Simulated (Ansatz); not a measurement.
N in Ansatz: the effect of functional

Crystal: N.

```
N
1.0
     4.16723    0.00000    0.00000
    -2.08362    3.60893    0.00000
     0.00000    0.00000    7.00600
N
4
Direct
  0.66667 0.33333 0.67107
  0.66667 0.33333 0.82893
  0.33333 0.66667 0.17107
  0.33333 0.66667 0.32893
```

Alike in all runs:

```yaml
Program: Ansatz 0.2.0
Task: band structure
Potentials_or_basis: Ansatz PAW
k_mesh: 4 × 4 × 2
Occupations: fermi-dirac, width 0.05 eV
Spin: no spin polarisation
```

| functional | cutoff | gap on the mesh (eV) | pressure (GPa) | largest force (eV/Å) |
| --- | --- | --- | --- | --- |
| LDA | 420 eV (not typed: the program's choice for these potentials) | 6.99 | -2.3 | 1.69 |
| PBEsol | 420 eV (not typed: the program's choice for these potentials) | ? | ? | ? |
| r2SCAN | 500 eV (not typed: the program's choice for these potentials) | 7.84 | -1.9 | 1.81 |
| HSE06 | 420 eV (not typed: the program's choice for these potentials) | 9.47 | -2.6 | 2.55 |
| PBE0 | 420 eV (not typed: the program's choice for these potentials) | 10.28 | -2.6 | 2.58 |
| r2SCAN0 | 500 eV (not typed: the program's choice for these potentials) | 10.73 | -3.7 | 3.41 |

Q: What does the run with functional PBEsol give?

A: gap on the mesh 7.11 eV; pressure -0.8 GPa; largest force 0.84 eV/Å.

Caveats: all runs use coarse meshes; the k mesh misses the band edges, so the gap on the mesh is wider than the one along the path; the PAW data sets come from PBE, with cores solved anew for the run's functional, which leaves a small shift of forces and pressure; forces of over 1 eV/Å show positions far from the minimum, so gaps and moduli don't describe the material at rest (some runs); the thresholds are loose for stress (some runs).
